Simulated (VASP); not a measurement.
## AlP: equation of state with PBEsol

Crystal: AlP.

```
CELL_PARAMETERS angstrom
0.00000 2.72550 2.72550
2.72550 0.00000 2.72550
2.72550 2.72550 0.00000
ATOMIC_POSITIONS crystal
P 0.75000 0.75000 0.75000
Al 0.00000 0.00000 0.00000
```

| Quantity | Value |
| --- | --- |
| Program | VASP 6.6.1 |
| Task | equation of state |
| Functional | PBEsol |
| Potentials or basis | VASP PAW PBE potentials, release 64 (P, Al) |
| Cutoff | 520 eV |
| k mesh | 8 × 8 × 8 |
| Occupations | fermi-dirac, width 0.05 eV |
| Spin | no spin polarisation |

```yaml
Equilibrium_volume: 20.48 Å³/atom
Bulk_modulus: 87 GPa
Pressure_derivative_of_the_bulk_modulus: 4.1
```

Energy against volume, from the lowest point:
| volume (Å³/atom) | energy (meV/atom) |
| --- | --- |
| 19.031 | 30.93 |
| 19.436 | 15.27 |
| 19.841 | 5.25 |
| 20.246 | 0.32 |
| 20.651 | 0.00 |
| 21.056 | 3.84 |
| 21.461 | 11.43 |

All runs of the series together: 46 s on 1 thread of Intel(R) Xeon(R) Platinum 8559C (Emerald Rapids), with other jobs on the host.

Caveat: the PAW data sets were made with another functional, which shifts forces and pressure a little. Zero-point motion and thermal expansion aren't in these numbers.
